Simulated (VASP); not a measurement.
# Tl (P6/mmm) in VASP: a series of runs

One crystal, Tl, is run at these levels: LDA; tasks: single point.

Everything below comes from runs of VASP 6.6.1. Logs are shortened: lines on timing, memory, paths and dates and some standing lists are left out, and cuts for length are marked.

## 1. Starting point

Symmetry: P6/mmm, No. 191, hexagonal system. The conventional cell has a = 5.364 Å, b = 5.364 Å, c = 3.302 Å, α = 90.00°, β = 90.00°, γ = 120.00°. Tl (site symmetry 6/mmm) is surrounded by 14 Tl at 3.30 to 3.51 Å. Tl (site symmetry -6m2) has 11 Tl at 3.10 to 3.51 Å as nearest neighbours.

This isn't the form of Tl at room conditions, which is hcp.

## 2. Single point, LDA

INCAR reads:

```
ALGO = Normal
EDIFF = 1E-7
ENCUT = 520
ISIF = 2
ISMEAR = -1
LASPH = T
LCHARG = T
LELF = T
LREAL = F
LVHAR = T
LWAVE = F
NBANDS = 26
NELM = 100
PREC = Accurate
SIGMA = 0.1
```

KPOINTS reads:

```
k-points
0
Gamma
  9 9 13
```

POSCAR reads:

```
Tl
1.0
    5.3642080986      0.0000000000      0.0000000000
   -2.6821040493      4.6455404846      0.0000000000
    0.0000000000      0.0000000000      3.3021658846
Tl
3
Direct
    1.0000000000      0.0000000000      1.0000000000
    0.3333333333      0.6666666667      0.5000000000
    0.6666666667      0.3333333333      0.5000000000
```

Potentials or basis: VASP PAW LDA potentials, release 64 (Tl_d).

The run is started by

```console
> cat potpaw_LDA.64/Tl_d/POTCAR > POTCAR
> mpirun -np 1 vasp_std > vasp.out
```

OUTCAR:

```text
EDIFF = 1E-7
   ENCUT = 520
   ISIF = 2
   ISMEAR = -1
   LASPH = T
   LREAL = F
   NELM = 100
   PREC = Accurate

 ion  position               nearest neighbor table
   1  0.000  0.000  0.000-   2 3.51   3 3.51   2 3.51   3 3.51   3 3.51   3 3.51   2 3.51   2 3.51
                             3 3.51   3 3.51   2 3.51   2 3.51
   2  0.333  0.667  0.500-   3 3.10   3 3.10   3 3.10   1 3.51   1 3.51   1 3.51   1 3.51   1 3.51
                             1 3.51
   3  0.667  0.333  0.500-   2 3.10   2 3.10   2 3.10   1 3.51   1 3.51   1 3.51   1 3.51   1 3.51
                             1 3.51

  LATTYP: Found a hexagonal cell.
 ALAT       =     5.3642080986
 C/A-ratio  =     0.6155924274

  Lattice vectors:

 A1 = (   5.3642080986,   0.0000000000,   0.0000000000)
 A2 = (  -2.6821040493,   4.6455404846,   0.0000000000)
 A3 = (   0.0000000000,   0.0000000000,   3.3021658846)

Analysis of symmetry for initial positions (statically):
=====================================================================
 Subroutine PRICEL returns:
 Original cell was already a primitive cell.

 Routine SETGRP: Setting up the symmetry group for a
 hexagonal supercell.

 Subroutine GETGRP returns: Found 24 space group operations
 (whereof 24 operations were pure point group operations)
 out of a pool of 24 trial point group operations.

The static configuration has the point symmetry D_6h.

Analysis of symmetry for dynamics (positions and initial velocities):
=====================================================================
 Subroutine PRICEL returns:
 Original cell was already a primitive cell.

 Routine SETGRP: Setting up the symmetry group for a
 hexagonal supercell.

 Subroutine GETGRP returns: Found 24 space group operations
 (whereof 24 operations were pure point group operations)
 out of a pool of 24 trial point group operations.

The dynamic configuration has the point symmetry D_6h.

 Subroutine INISYM returns: Found 24 space group operations
 (whereof 24 operations are pure point group operations),
 and found     1 'primitive' translations

----------------------------------------------------------------------------------------

                                     Primitive cell

  volume of cell :      82.2888

  direct lattice vectors                    reciprocal lattice vectors
     5.364208099  0.000000000  0.000000000     0.186420807  0.107630103  0.000000000
    -2.682104049  4.645540485  0.000000000     0.000000000  0.215260206  0.000000000
     0.000000000  0.000000000  3.302165885     0.000000000  0.000000000  0.302831546

  length of vectors
     5.364208099  5.364208099  3.302165885     0.215260206  0.215260206  0.302831546

  position of ions in fractional coordinates (direct lattice)
     0.000000000  0.000000000  0.000000000
     0.333333333  0.666666667  0.500000000
     0.666666667  0.333333333  0.500000000

  ion indices of the primitive-cell ions
   primitive index   ion index
                 1           1
                 2           2
                 3           3

----------------------------------------------------------------------------------------

 KPOINTS: k-points

Automatic generation of k-mesh.
 Grid dimensions read from file:
 generate k-points for:    9    9   13

 Generating k-lattice:

  Cartesian coordinates                     Fractional coordinates (reciprocal lattice)
     0.020713423  0.011958900  0.000000000     0.111111111 -0.000000000  0.000000000
     0.000000000  0.023917801  0.000000000     0.000000000  0.111111111  0.000000000
     0.000000000  0.000000000  0.023294734     0.000000000  0.000000000  0.076923077

  Length of vectors
     0.023917801  0.023917801  0.023294734

  Shift w.r.t. Gamma in fractional coordinates (k-lattice)
     0.000000000  0.000000000  0.000000000

 Subroutine IBZKPT returns following result:
 ===========================================

 Found     84 irreducible k-points:

 Following reciprocal coordinates:
            Coordinates               Weight
  0.000000  0.000000  0.000000      1.000000
  0.111111  0.000000  0.000000      6.000000
  0.222222  0.000000  0.000000      6.000000
  0.333333  0.000000  0.000000      6.000000
  0.444444  0.000000  0.000000      6.000000
  0.111111  0.111111  0.000000      6.000000
[... 16 lines left out ...]
  0.333333  0.222222  0.076923     24.000000
  0.333333  0.333333  0.076923      4.000000
 [... further k-points ...]
   k-points           NKPTS =     84   k-points in BZ     NKDIM =     84   number of bands    NBANDS=     26
   number of dos      NEDOS =    301   number of ions     NIONS =      3
   total plane-waves  NPLWV =  44800
   dimension x,y,z NGX =    40 NGY =   40 NGZ =   28
   dimension x,y,z NGXF=    80 NGYF=   80 NGZF=   56
   ions per type =               3
   NGX,Y,Z   is equivalent  to a cutoff of  12.40, 12.40, 14.10 a.u.
   NGXF,Y,Z  is equivalent  to a cutoff of  24.79, 24.79, 28.19 a.u.
 SYSTEM =  unknown system
   PREC   = accura    normal or accurate (medium, high low for compatibility)
   ISTART =      0    job   : 0-new  1-cont  2-samecut
   ICHARG =      2    charge: 1-file 2-atom 10-const
   ISPIN  =      1    spin polarized calculation?
   LNONCOLLINEAR =      F non collinear calculations
   LSORBIT =      F    spin-orbit coupling
   LASPH  =      T    aspherical Exc in radial PAW
   ENCUT  =  520.0 eV  38.22 Ry    6.18 a.u.   9.97  9.97  6.14*2*pi/ulx,y,z
   NELM   =    100;   NELMIN=  2; NELMDL= -5     # of ELM steps
   EDIFF  = 0.1E-06   stopping-criterion for ELM
   LREAL  =      F    real-space projection
   EDIFFG = 0.1E-05   stopping-criterion for IOM
   NSW    =      0    number of steps for IOM
   IBRION =     -1    ionic relax: 0-MD 1-quasi-New 2-CG
   NFREE  =      0    steps in history (QN), initial steepest desc. (CG)
   ISIF   =      2    stress and relaxation
   ISYM   =      2    0-nonsym 1-usesym 2-fastsym
   POTIM  = 0.5000    time-step for ionic-motion
   TEBEG  =    0.0;   TEEND  =   0.0 temperature during run
   PSTRESS=    0.0 pullay stress
   NELECT =      39.0000    total number of electrons
   NUPDOWN=      -1.0000    fix difference up-down
   EMIN   =  10.00;   EMAX   =-10.00  energy-range for DOS
   EFERMI =   0.00;   METHOD = LEGACY
   ISMEAR =    -1;   SIGMA  =   0.10  broadening in eV -4-tet -1-fermi 0-gaus
   EFERMI_NEDOS =   21; number of points for ismear=-14 and -15
   IALGO  =     38    algorithm
   IMIX   =      4    mixing-type and parameters
     AMIX     =   0.40;   BMIX     =  1.00
     AMIX_MAG =   1.60;   BMIX_MAG =  1.00
  volume/ion in A,a.u.               =      27.43       185.10
  Fermi-wavevector in a.u.,A,eV,Ry     =   1.276388  2.412024 22.166161  1.629167
  Thomas-Fermi vector in A             =   2.409047
   LORBIT       =      0    0 simple, 1 ext, 2 COOP (PROOUT), +10 PAW based schemes
   GGA     = CA    functional components
   LHFCALC =     F    Hartree Fock is set to
   AEXX    =    0.0000 exact exchange contribution
   IVDW    =     0    specifies the selected vdW correction
   LEPSILON=     F    determine dielectric tensor
   LRPA    =     F    only Hartree local field effects (RPA)
 non-spin polarized calculation
  energy-cutoff  :      520.00
  volume of cell :       82.29
 maximum number of plane-waves:      2238
 NGX is ok and might be reduce to    40
   NGX = 19   NGY = 19   NGZ = 13

 number of electron      39.0000002 magnetization

 Free energy of the ion-electron system (eV)
  ---------------------------------------------------
  ext. energy  EPLUGINS =         0.00000000
  ---------------------------------------------------
  free energy    TOTEN  =        -8.76769340 eV

  energy without entropy =       -8.72211689  energy(sigma->0) =       -8.74490515

 E-fermi :   6.7522     XC(G=0): -10.7046

 val. band max:        6.7352560285   @ k =   0.2222   0.0000   0.1538
 cond. band min:       6.7569378026   @ k =   0.3333   0.1111   0.3077
 fundamental gap:      0.0216817741
 Fermi energy:         6.7522138852

 k-point     1 :       0.0000    0.0000    0.0000
  band No.  band energies     occupation
      1      -5.3568      2.00000
      2      -4.9468      2.00000
      3      -4.9170      2.00000
      4      -4.9170      2.00000
      5      -4.8989      2.00000
      6      -4.6987      2.00000
[... 18 lines left out ...]
     25      17.9349      0.00000
     26      17.9628      0.00000

 k-point     2 :       0.1111    0.0000    0.0000
  band No.  band energies     occupation
      1      -5.3438      2.00000
      2      -4.9982      2.00000
      3      -4.9627      2.00000
      4      -4.9296      2.00000
      5      -4.8957      2.00000
      6      -4.7184      2.00000
[... 18 lines left out ...]
     25      17.0905      0.00000
     26      17.5886      0.00000

 k-point     3 :       0.2222    0.0000    0.0000
  band No.  band energies     occupation
      1      -5.3096      2.00000
      2      -5.0971      2.00000
      3      -5.0386      2.00000
      4      -4.9805      2.00000
      5      -4.8959      2.00000
      6      -4.7596      2.00000
[... 18 lines left out ...]
     25      16.1233      0.00000
     26      16.2683      0.00000

 k-point     4 :       0.3333    0.0000    0.0000
  band No.  band energies     occupation
      1      -5.2698      2.00000
      2      -5.1921      2.00000
      3      -5.0969      2.00000
      4      -5.0273      2.00000
      5      -4.9055      2.00000
      6      -4.7919      2.00000
[... 18 lines left out ...]
     25      14.6456      0.00000
     26      15.4956      0.00000
[... 496 lines left out ...]
      1      -5.2490      2.00000
      2      -5.1911      2.00000
      3      -5.1375      2.00000
      4      -4.9498      2.00000
      5      -4.9192      2.00000
      6      -4.8241      2.00000
[... 18 lines left out ...]
     25      14.3235      0.00000
     26      14.5464      0.00000

 k-point    23 :       0.3333    0.2222    0.0769
  band No.  band energies     occupation
      1      -5.2802      2.00000
      2      -5.1779      2.00000
      3      -5.1600      2.00000
      4      -4.9694      2.00000
      5      -4.9096      2.00000
      6      -4.8668      2.00000
[... 18 lines left out ...]
     25      13.7831      0.00000
     26      14.2067      0.00000

 k-point    24 :       0.3333    0.3333    0.0769
  band No.  band energies     occupation
      1      -5.2941      2.00000
      2      -5.1699      2.00000
      3      -5.1699      2.00000
      4      -4.9303      2.00000
      5      -4.9303      2.00000
      6      -4.9160      2.00000
[... 18 lines left out ...]
     25      14.4090      0.00000
     26      14.4096      0.00000

 [... further k-points ...]

------------------------ aborting loop because EDIFF is reached ----------------------------------------

  FORCE on cell =-STRESS in cart. coord.  units (eV):
  Direction    XX          YY          ZZ          XY          YZ          ZX
  --------------------------------------------------------------------------------------
  -------------------------------------------------------------------------------------
  Total        0.5591384      0.5591384     -0.5129088      0.0000000      0.0000000      0.0000000
  in kB       10.8865226     10.8865226     -9.9864235      0.0000000      0.0000000      0.0000000
  external PRESSURE =       3.9288739 kB  Pullay stress =       0.0000000 kB

 VOLUME and BASIS-vectors are now :
 -----------------------------------------------------------------------------
  energy-cutoff  :      520.00
  volume of cell :       82.29
      direct lattice vectors                 reciprocal lattice vectors
     5.364208099  0.000000000  0.000000000     0.186420807  0.107630103  0.000000000
    -2.682104049  4.645540485  0.000000000     0.000000000  0.215260206  0.000000000
     0.000000000  0.000000000  3.302165885     0.000000000  0.000000000  0.302831546

 POSITION                                       TOTAL-FORCE (eV/Angst)
 -----------------------------------------------------------------------------------
      0.00000      0.00000      0.00000         0.000000      0.000000      0.000000
     -0.00000      3.09703      1.65108        -0.000000      0.000000      0.000000
      2.68210      1.54851      1.65108        -0.000000     -0.000000      0.000000
 -----------------------------------------------------------------------------------
    total drift:                               -0.000000     -0.000000      0.000000

  FREE ENERGIE OF THE ION-ELECTRON SYSTEM (eV)
  ---------------------------------------------------
  free  energy   TOTEN  =        -8.7676934036 eV

  energy  without entropy=       -8.7221168875  energy(sigma->0) =       -8.74490515
```

Wall time 68 s (1 thread of AMD EPYC 9R45 (Zen 5), shared host); peak memory 0.23 GiB.

Results:

| Item | Value |
| --- | --- |
| Free energy | -8.7677 eV |
| Pressure | 0.4 GPa |
| Band gap on the k mesh | none (metal or under the smearing width) |

Levels at points of the mesh, in eV from the Fermi level:
```
           k point  band 15  band 16  band 17  band 18  band 19  band 20  band 21  band 22  band 23  band 24
(0.00, 0.00, 0.00)   -11.02   -10.39    -4.37    -4.00    -0.50    -0.50    -0.37    -0.37     4.77     9.21
```

The run has no spin-orbit coupling, so splittings on Tl are missing.

## 3. Single point, LDA

This run uses another cell than the first one, of 24.14 Å³/atom, 0.880 times its volume.

INCAR reads:

```
SYSTEM = Tl
PREC = Accurate
ENCUT = 520
EDIFF = 1E-7
ISMEAR = -1
SIGMA = 0.1
LREAL = .False.
LASPH = .True.
NELM = 100
ALGO = Fast
ISIF = 2
LWAVE = .False.
LCHARG = .False.
GGA = CA
NBANDS = 26
```

KPOINTS reads:

```
Automatic mesh
0
Gamma
  8 8 11
  0 0 0
```

POSCAR reads:

```
Tl
1.0
    5.1404346402      0.0000000000      0.0000000000
   -2.5702173201      4.4517469849      0.0000000000
    0.0000000000      0.0000000000      3.1644126381
Tl
3
Direct
    1.0000000000      0.0000000000      1.0000000000
    0.3333333333      0.6666666667      0.5000000000
    0.6666666667      0.3333333333      0.5000000000
```

Potentials or basis: VASP PAW LDA potentials, release 64 (Tl_d).

The run is started by

```console
> cat potpaw_LDA.64/Tl_d/POTCAR > POTCAR
> mpirun -np 1 vasp_std > vasp.out
```

OUTCAR:

```text
SYSTEM = Tl
   PREC = Accurate
   ENCUT = 520
   EDIFF = 1E-7
   ISMEAR = -1
   LREAL = .False.
   LASPH = .True.
   NELM = 100
   ISIF = 2
   GGA = CA

 ion  position               nearest neighbor table
   1  0.000  0.000  0.000-   2 3.36   3 3.36   2 3.36   3 3.36   2 3.36   2 3.36   3 3.36   3 3.36
                             3 3.36   3 3.36   2 3.36   2 3.36
   2  0.333  0.667  0.500-   3 2.97   3 2.97   3 2.97   1 3.36   1 3.36   1 3.36   1 3.36   1 3.36
                             1 3.36
   3  0.667  0.333  0.500-   2 2.97   2 2.97   2 2.97   1 3.36   1 3.36   1 3.36   1 3.36   1 3.36
                             1 3.36

  LATTYP: Found a hexagonal cell.
 ALAT       =     5.1404346402
 C/A-ratio  =     0.6155924274

  Lattice vectors:

 A1 = (   5.1404346402,   0.0000000000,   0.0000000000)
 A2 = (  -2.5702173201,   4.4517469849,   0.0000000000)
 A3 = (   0.0000000000,   0.0000000000,   3.1644126381)

Analysis of symmetry for initial positions (statically):
=====================================================================
 Subroutine PRICEL returns:
 Original cell was already a primitive cell.

 Routine SETGRP: Setting up the symmetry group for a
 hexagonal supercell.
[... 170 lines left out ...]

 E-fermi :   8.3834     XC(G=0): -11.3622

 val. band max:        8.3727966871   @ k =   0.0000   0.0000   0.2727
 cond. band min:       8.3907132846   @ k =   0.2500  -0.0000   0.4545
 fundamental gap:      0.0179165974
 Fermi energy:         8.3834209880

 k-point     1 :       0.0000    0.0000    0.0000
  band No.  band energies     occupation
      1      -4.2542      2.00000
      2      -3.7001      2.00000
      3      -3.6557      2.00000
      4      -3.6557      2.00000
      5      -3.6474      2.00000
      6      -3.3996      2.00000
[... 685 lines left out ...]
     25      15.1025      0.00000
     26      15.8228      0.00000

 [... further k-points ...]

------------------------ aborting loop because EDIFF is reached ----------------------------------------

  FORCE on cell =-STRESS in cart. coord.  units (eV):
  Direction    XX          YY          ZZ          XY          YZ          ZX
  --------------------------------------------------------------------------------------
  -------------------------------------------------------------------------------------
  Total        4.1355512      4.1355512      2.9268433      0.0000000     -0.0000000      0.0000000
  in kB       91.4998880     91.4998880     64.7569857      0.0000000     -0.0000000      0.0000000
  external PRESSURE =      82.5855872 kB  Pullay stress =       0.0000000 kB

 VOLUME and BASIS-vectors are now :
 -----------------------------------------------------------------------------
  energy-cutoff  :      520.00
  volume of cell :       72.41
      direct lattice vectors                 reciprocal lattice vectors
     5.140434640  0.000000000  0.000000000     0.194536079  0.112315458  0.000000000
    -2.570217320  4.451746985  0.000000000     0.000000000  0.224630915  0.000000000
     0.000000000  0.000000000  3.164412638     0.000000000  0.000000000  0.316014412

 POSITION                                       TOTAL-FORCE (eV/Angst)
 -----------------------------------------------------------------------------------
      0.00000      0.00000      0.00000         0.000000      0.000000     -0.000000
     -0.00000      2.96783      1.58221         0.000000      0.000000     -0.000000
      2.57022      1.48392      1.58221        -0.000000      0.000000      0.000000
 -----------------------------------------------------------------------------------
    total drift:                                0.000000     -0.000000      0.000000

  FREE ENERGIE OF THE ION-ELECTRON SYSTEM (eV)
  ---------------------------------------------------
  free  energy   TOTEN  =        -8.4992142373 eV

  energy  without entropy=       -8.4448324876  energy(sigma->0) =       -8.47202336
```

stdout:

```text
POSCAR found type information on POSCAR Tl
 POSCAR found :  1 types and       3 ions
 scaLAPACK will be used
 LDA part: xc-table for (Slater(with rela. corr.)+CA(PZ))
 , standard interpolation
 POSCAR, INCAR and KPOINTS ok, starting setup
 FFT: planning ... GRIDC
 FFT: planning ... GRID_SOFT
 FFT: planning ... GRID
 WAVECAR not read
 entering main loop
```

Run time: 51 s. Hardware: 1 thread of AMD EPYC 9R45 (Zen 5), shared host; peak memory 0.18 GiB.

Results:

```yaml
Free_energy: -8.4992 eV
Pressure: 8.3 GPa
Band_gap_on_the_k_mesh: none (metal or under the smearing width)
```

The run has no spin-orbit coupling, so splittings on Tl are missing.
